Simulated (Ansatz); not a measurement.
An Ansatz run that asked for the observables at the nuclei.

```yaml
crystal:
  lattice:
    - [5.9702554582, -5.96942808, 0.0]
    - [5.9702554582, 5.96942808, 0.0]
    - [-1.2665019442, 0.0, 16.5175013577]
  atoms:
    - { symbol: Pb, position: [0.116213315, 0.116213315, 0.91377397] }
    - { symbol: Pb, position: [0.116213315, 0.616213315, 0.91377397] }
    - { symbol: Pb, position: [0.616213315, 0.116213315, 0.91377397] }
    - { symbol: Pb, position: [0.616213315, 0.616213315, 0.91377397] }
    - { symbol: Pb, position: [0.383786685, 0.383786685, 0.08622603] }
    - { symbol: Pb, position: [0.383786685, 0.883786685, 0.08622603] }
    - { symbol: Pb, position: [0.883786685, 0.383786685, 0.08622603] }
    - { symbol: Pb, position: [0.883786685, 0.883786685, 0.08622603] }
    - { symbol: S, position: [0.36699746, 0.36699746, 0.92515651] }
    - { symbol: S, position: [0.36699746, 0.86699746, 0.92515651] }
    - { symbol: S, position: [0.86699746, 0.36699746, 0.92515651] }
    - { symbol: S, position: [0.86699746, 0.86699746, 0.92515651] }
    - { symbol: S, position: [0.13300254, 0.13300254, 0.07484349] }
    - { symbol: S, position: [0.13300254, 0.63300254, 0.07484349] }
    - { symbol: S, position: [0.63300254, 0.13300254, 0.07484349] }
    - { symbol: S, position: [0.63300254, 0.63300254, 0.07484349] }
kpoints:
  mp_grid: { grid: [3, 3, 2] }
scf:
  occupations: { method: fixed }
hamiltonian:
  xc: pbe
  pseudopotentials: { kind: paw }
output:
  forces: true
  efg: { quadrupole_moments_barn: { S: -0.0694 }, contact_densities: true }
  core_levels:
    shells: { S: "2p", Pb: "4f" }
    counted_from: valence_top
    eps_inf: [[5.593, 0.0, 0.002], [0.0, 5.594, 0.0], [0.002, 0.0, 1.476]]
```

```sh
ansatz run input.yaml --threads 1 --pin off --max-ram 3072MiB --backend cpu --events-out ev --progress --plain --runs-dir out
```

**Question.** How does the run end?

**Answer.** The input was rejected before any iteration. The program says:

```
Error: inconsistent input (output.core_levels.eps_inf, output.core_levels.counted_from): a dielectric constant is for levels that are counted from the valence top of a crystal, without vacuum along any vector. Fix: leave it out
```
